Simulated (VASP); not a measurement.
# C (P6_3/mmc) in VASP: further runs

The runs below take C through relaxation of cell and atoms, with PBE+D3(BJ).

Everything below comes from runs of VASP 6.6.1. Logs are shortened: lines on timing, memory, paths and dates and some standing lists are left out, and cuts for length are marked.

**1. Starting point**

Symmetry: P6_3/mmc, No. 194, hexagonal system. The conventional cell has a = 2.467 Å, b = 2.467 Å, c = 7.803 Å, α = 90.00°, β = 90.00°, γ = 120.00°. C (site symmetry -6m2) has 3 C at 1.42 Å as nearest neighbours. C (site symmetry -6m2) has 3 C at 1.42 Å as nearest neighbours.

**2. Relaxation of cell and atoms, PBE+D3(BJ)**

INCAR reads:

```
SYSTEM = C
ALGO     = Fast           ! electronic algorithm
EDIFF    = 1E-7           ! SCF threshold, eV
EDIFFG   = -0.002         ! ionic threshold
ENCUT    = 900            ! plane-wave cutoff, eV
GGA      = PE             ! functional
IBRION   = 2              ! ionic algorithm
ISIF     = 3              ! what is computed and relaxed
ISMEAR   = 0              ! smearing method
IVDW     = 12             ! dispersion correction
LASPH    = .True.         ! aspherical terms in the spheres
LCHARG   = .False.        ! write CHGCAR
LREAL    = .False.        ! projectors in reciprocal space
LWAVE    = .False.        ! write WAVECAR
NELM     = 60             ! most SCF steps
NSW      = 80             ! ionic steps
PREC     = Accurate       ! precision mode
SIGMA    = 0.02           ! smearing width, eV
```

KPOINTS reads:

```
k-points
0
Gamma
  15 15 4
  0 0 0
```

POSCAR reads:

```
C
1.0
    2.4672912600      0.0000000000      0.0000000000
   -1.2336456300      2.1367369100      0.0000000000
    0.0000000000      0.0000000000      7.8030730000
C
4
Direct
    0.0000000000      0.0000000000      0.2500000000
    0.0000000000      0.0000000000      0.7500000000
    0.3333333300      0.6666666700      0.2500000000
    0.6666666700      0.3333333300      0.7500000000
```

Potentials or basis: VASP PAW PBE potentials, release 64 (C_h).

Launch:

```sh
cat potpaw_PBE.64/C_h/POTCAR > POTCAR
mpirun -np 1 vasp_std > vasp.out
```

OUTCAR:

```text
SYSTEM = C
   EDIFF = 1E-7
   EDIFFG = -0.002
   ENCUT = 900
   GGA = PE
   IBRION = 2
   ISIF = 3
   ISMEAR = 0
   IVDW = 12
   LASPH = .True.
   LREAL = .False.
   NELM = 60
   NSW = 80
   PREC = Accurate
 IVDW          = 12

 ion  position               nearest neighbor table
   1  0.000  0.000  0.250-   3 1.42   3 1.42   3 1.42
   2  0.000  0.000  0.750-   4 1.42   4 1.42   4 1.42
   3  0.333  0.667  0.250-   1 1.42   1 1.42   1 1.42
   4  0.667  0.333  0.750-   2 1.42   2 1.42   2 1.42

  LATTYP: Found a hexagonal cell.
 ALAT       =     2.4672912600
 C/A-ratio  =     3.1626071581

  Lattice vectors:

 A1 = (   2.4672912600,   0.0000000000,   0.0000000000)
 A2 = (  -1.2336456300,   2.1367369100,   0.0000000000)
 A3 = (   0.0000000000,   0.0000000000,   7.8030730000)

Analysis of symmetry for initial positions (statically):
=====================================================================
 Subroutine PRICEL returns:
 Original cell was already a primitive cell.

 Routine SETGRP: Setting up the symmetry group for a
 hexagonal supercell.

 Subroutine GETGRP returns: Found 24 space group operations
 (whereof 12 operations were pure point group operations)
 out of a pool of 24 trial point group operations.

The static configuration has the point symmetry D_3d.
 The point group associated with its full space group is D_6h.

Analysis of symmetry for dynamics (positions and initial velocities):
=====================================================================
 Subroutine PRICEL returns:
 Original cell was already a primitive cell.

 Routine SETGRP: Setting up the symmetry group for a
 hexagonal supercell.

 Subroutine GETGRP returns: Found 24 space group operations
 (whereof 12 operations were pure point group operations)
 out of a pool of 24 trial point group operations.

The dynamic configuration has the point symmetry D_3d.
 The point group associated with its full space group is D_6h.

 Subroutine INISYM returns: Found 24 space group operations
 (whereof 12 operations are pure point group operations),
 and found     1 'primitive' translations

----------------------------------------------------------------------------------------

                                     Primitive cell

  volume of cell :      41.1374

  direct lattice vectors                    reciprocal lattice vectors
     2.467291260  0.000000000  0.000000000     0.405302777  0.234001668  0.000000000
    -1.233645630  2.136736910  0.000000000     0.000000000  0.468003335  0.000000000
     0.000000000  0.000000000  7.803073000     0.000000000  0.000000000  0.128154639

  length of vectors
     2.467291260  2.467291260  7.803073000     0.468003335  0.468003335  0.128154639

  position of ions in fractional coordinates (direct lattice)
     0.000000000  0.000000000  0.250000000
     0.000000000  0.000000000  0.750000000
     0.333333330  0.666666670  0.250000000
     0.666666670  0.333333330  0.750000000

  ion indices of the primitive-cell ions
   primitive index   ion index
                 1           1
                 2           2
                 3           3
                 4           4

----------------------------------------------------------------------------------------

 KPOINTS: k-points

Automatic generation of k-mesh.
 Grid dimensions read from file:
 generate k-points for:   15   15    4

 Generating k-lattice:

  Cartesian coordinates                     Fractional coordinates (reciprocal lattice)
     0.027020185  0.015600111  0.000000000     0.066666667  0.000000000  0.000000000
     0.000000000  0.031200222  0.000000000     0.000000000  0.066666667  0.000000000
     0.000000000  0.000000000  0.032038660     0.000000000  0.000000000  0.250000000

  Length of vectors
     0.031200222  0.031200222  0.032038660

  Shift w.r.t. Gamma in fractional coordinates (k-lattice)
     0.000000000  0.000000000  0.000000000

 Subroutine IBZKPT returns following result:
 ===========================================

 Found     81 irreducible k-points:

 Following reciprocal coordinates:
            Coordinates               Weight
  0.000000  0.000000  0.000000      1.000000
  0.066667  0.000000  0.000000      6.000000
  0.133333  0.000000  0.000000      6.000000
  0.200000  0.000000  0.000000      6.000000
  0.266667  0.000000  0.000000      6.000000
  0.333333  0.000000  0.000000      6.000000
[... 16 lines left out ...]
  0.333333  0.200000  0.000000     12.000000
  0.400000  0.200000  0.000000      6.000000
 [... further k-points ...]
   k-points           NKPTS =     81   k-points in BZ     NKDIM =     81   number of bands    NBANDS=     12
   number of dos      NEDOS =    301   number of ions     NIONS =      4
   total plane-waves  NPLWV =  46080
   dimension x,y,z NGX =    24 NGY =   24 NGZ =   80
   dimension x,y,z NGXF=    48 NGYF=   48 NGZF=  160
   ions per type =               4
   NGX,Y,Z   is equivalent  to a cutoff of  16.17, 16.17, 17.04 a.u.
   NGXF,Y,Z  is equivalent  to a cutoff of  32.34, 32.34, 34.09 a.u.
 SYSTEM =  C
   PREC   = accura    normal or accurate (medium, high low for compatibility)
   ISTART =      0    job   : 0-new  1-cont  2-samecut
   ICHARG =      2    charge: 1-file 2-atom 10-const
   ISPIN  =      1    spin polarized calculation?
   LNONCOLLINEAR =      F non collinear calculations
   LSORBIT =      F    spin-orbit coupling
   LASPH  =      T    aspherical Exc in radial PAW
   ENCUT  =  900.0 eV  66.15 Ry    8.13 a.u.   6.04  6.04 19.09*2*pi/ulx,y,z
   NELM   =     60;   NELMIN=  2; NELMDL= -5     # of ELM steps
   EDIFF  = 0.1E-06   stopping-criterion for ELM
   LREAL  =      F    real-space projection
   EDIFFG = -.2E-02   stopping-criterion for IOM
   NSW    =     80    number of steps for IOM
   IBRION =      2    ionic relax: 0-MD 1-quasi-New 2-CG
   NFREE  =      1    steps in history (QN), initial steepest desc. (CG)
   ISIF   =      3    stress and relaxation
   ISYM   =      2    0-nonsym 1-usesym 2-fastsym
   POTIM  = 0.5000    time-step for ionic-motion
   TEBEG  =    0.0;   TEEND  =   0.0 temperature during run
   PSTRESS=    0.0 pullay stress
   NELECT =      16.0000    total number of electrons
   NUPDOWN=      -1.0000    fix difference up-down
   EMIN   =  10.00;   EMAX   =-10.00  energy-range for DOS
   EFERMI =   0.00;   METHOD = LEGACY
   ISMEAR =     0;   SIGMA  =   0.02  broadening in eV -4-tet -1-fermi 0-gaus
   EFERMI_NEDOS =   21; number of points for ismear=-14 and -15
   IALGO  =     68    algorithm
   IMIX   =      4    mixing-type and parameters
     AMIX     =   0.40;   BMIX     =  1.00
     AMIX_MAG =   1.60;   BMIX_MAG =  1.00
  volume/ion in A,a.u.               =      10.28        69.40
  Fermi-wavevector in a.u.,A,eV,Ry     =   1.195003  2.258229 19.429568  1.428033
  Thomas-Fermi vector in A             =   2.330979
   LORBIT       =      0    0 simple, 1 ext, 2 COOP (PROOUT), +10 PAW based schemes
   GGA     = PE    functional components
   LHFCALC =     F    Hartree Fock is set to
   AEXX    =    0.0000 exact exchange contribution
   IVDW    =    12    specifies the selected vdW correction
   LEPSILON=     F    determine dielectric tensor
   LRPA    =     F    only Hartree local field effects (RPA)
 conjugate gradient relaxation of ions
 non-spin polarized calculation
 RMM-DIIS sequential band-by-band and
 Gauss-broadening in eV      SIGMA  =   0.02
  energy-cutoff  :      900.00
  volume of cell :       41.14
 maximum number of plane-waves:      2574
   NGX = 13   NGY = 13   NGZ = 39

--------------------------------------- Ionic step        1  -------------------------------------------

 number of electron      16.0000001 magnetization

 Free energy of the ion-electron system (eV)
  ---------------------------------------------------
  ext. energy  EPLUGINS =         0.00000000
  ---------------------------------------------------
  free energy    TOTEN  =       -36.96669000 eV

  energy without entropy =      -36.96644086  energy(sigma->0) =      -36.96656543

------------------------ aborting loop because EDIFF is reached ----------------------------------------

 Edisp (eV)   -0.52304

 E8    (eV) :    -0.1459
[... 111 lines left out ...]
  FREE ENERGIE OF THE ION-ELECTRON SYSTEM (eV)
  ---------------------------------------------------
  free  energy   TOTEN  =       -37.4920340678 eV

  energy  without entropy=      -37.4917851225  energy(sigma->0) =      -37.49190960

 E-fermi :   4.9228     XC(G=0):  -9.9865

 val. band max:        4.9210691634   @ k =   0.3333   0.3333   0.5000
 cond. band min:       4.9233024466   @ k =   0.3333   0.3333   0.2500
 fundamental gap:      0.0022332832
 Fermi energy:         4.9228345726

 k-point     1 :       0.0000    0.0000    0.0000
  band No.  band energies     occupation
      1     -14.7198      2.00000
      2     -14.5367      2.00000
      3      -3.3890      2.00000
      4      -1.9665      2.00000
      5       1.8864      2.00000
      6       1.8864      2.00000
      7       1.8958      2.00000
      8       1.8958      2.00000
      9       8.7428      0.00000
     10      13.2776      0.00000
     11      13.2869      0.00000
     12      14.1075      0.00000
[... 331 lines left out ...]
 k-point    24 :       0.4000    0.2000    0.0000
  band No.  band energies     occupation
      1      -8.7880      2.00000
      2      -8.7258      2.00000
      3      -7.7953      2.00000
      4      -7.7546      2.00000
      5      -3.9619      2.00000
      6      -3.9030      2.00000
      7       3.1477      2.00000
      8       3.6193      2.00000
      9       6.2215      0.00000
     10       6.3618      0.00000
     11      15.5628      0.00000
     12      16.0519      0.00000

 [... further k-points ...]

[... ionic steps 4 to 12 ...]

--------------------------------------- Ionic step       13  -------------------------------------------

 number of electron      16.0000000 magnetization

------------------------ aborting loop because EDIFF is reached ----------------------------------------
[... 79 lines left out ...]
--------------------------------------- Ionic step       15  -------------------------------------------

 number of electron      16.0000000 magnetization

 Free energy of the ion-electron system (eV)
  ---------------------------------------------------
  ext. energy  EPLUGINS =         0.00000000
  ---------------------------------------------------
  free energy    TOTEN  =       -36.91750930 eV

  energy without entropy =      -36.91730893  energy(sigma->0) =      -36.91740912

 E-fermi :   5.4556     XC(G=0): -10.4018

 val. band max:        5.4537684910   @ k =   0.3333   0.3333   0.5000
 cond. band min:       5.4561705597   @ k =   0.3333   0.3333   0.2500
 fundamental gap:      0.0024020687
 Fermi energy:         5.4555878781

 k-point     1 :       0.0000    0.0000    0.0000
  band No.  band energies     occupation
      1     -14.2002      2.00000
      2     -13.9016      2.00000
      3      -3.0568      2.00000
      4      -1.0952      2.00000
      5       2.4321      2.00000
      6       2.4321      2.00000
      7       2.4503      2.00000
      8       2.4503      2.00000
      9       9.7364      0.00000
     10      13.7925      0.00000
     11      13.7925      0.00000
     12      13.8441      0.00000
[... 331 lines left out ...]
 k-point    24 :       0.4000    0.2000    0.0000
  band No.  band energies     occupation
      1      -8.2527      2.00000
      2      -8.1477      2.00000
      3      -7.2355      2.00000
      4      -7.1685      2.00000
      5      -3.4176      2.00000
      6      -3.3152      2.00000
      7       3.5554      2.00000
      8       4.2185      2.00000
      9       6.8174      0.00000
     10       6.9501      0.00000
     11      15.9855      0.00000
     12      16.6470      0.00000

 [... further k-points ...]

------------------------ aborting loop because EDIFF is reached ----------------------------------------

 Edisp (eV)   -0.62501

 E8    (eV) :    -0.1771
[... 27 lines left out ...]
  FREE ENERGIE OF THE ION-ELECTRON SYSTEM (eV)
  ---------------------------------------------------
  free  energy   TOTEN  =       -37.5425206637 eV

  energy  without entropy=      -37.5423202990  energy(sigma->0) =      -37.54242048

 reached required accuracy - stopping structural energy minimisation
```

Wall time 6.2 min (1 thread of Intel Xeon Platinum 8488C (Sapphire Rapids), shared host); peak memory 0.25 GiB.

Results:

* Free energy: -37.5425 eV
* Relaxed volume: 8.83 Å³/atom
* Relaxed cell: a = 2.464 Å, b = 2.464 Å, c = 6.713 Å, α = 90.00°, β = 90.00°, γ = 120.00°
* Space group after relaxing (to 0.05 Å): P6_3/mmc (No. 194)
* Energy gained by relaxing: 13.2 meV/atom
* Ionic steps: 15
* Pressure after relaxing: 0.0 GPa
* Band gap on the k mesh: none (metal or under the smearing width)
* Dispersion energy per atom: -0.156 eV

The path:
```csv
step,energy change (eV),largest force (eV/Å),pressure (GPa),volume (Å³)
1,0.0000,0.0000,-1.48,41.14
2,-0.0021,0.0000,1.23,40.57
3,-0.0023,0.0000,0.64,40.69
4,-0.0043,0.0000,0.64,40.54
5,-0.0103,0.0000,0.63,40.10
6,-0.0217,0.0000,0.62,39.21
7,-0.0412,0.0000,0.63,37.43
8,-0.0451,0.0000,1.25,33.86
9,-0.0518,0.0000,0.77,35.76
10,-0.0525,0.0000,0.87,35.19
11,-0.0467,0.0000,-3.95,35.75
12,-0.0528,0.0000,0.00,35.29
13,-0.0528,0.0000,0.01,35.29
14,-0.0528,0.0000,0.02,35.29
15,-0.0528,0.0000,0.02,35.31
```

Final structure:
```yaml
crystal:
  lattice:
    - [2.46442, 0.00000, 0.00000]
    - [-1.23221, 2.13425, 0.00000]
    - [0.00000, 0.00000, 6.71347]
  atoms:
    - { symbol: C, position: [0.00000, 0.00000, 0.25000] }
    - { symbol: C, position: [0.00000, 0.00000, 0.75000] }
    - { symbol: C, position: [0.33333, 0.66667, 0.25000] }
    - { symbol: C, position: [0.66667, 0.33333, 0.75000] }
```

Caveat: the cutoff is under 1.25 times the usual one of these potentials, so pressure, stress and relaxed cells hold a basis-set (Pulay) error.

(Part 1 of 2 ends here.)
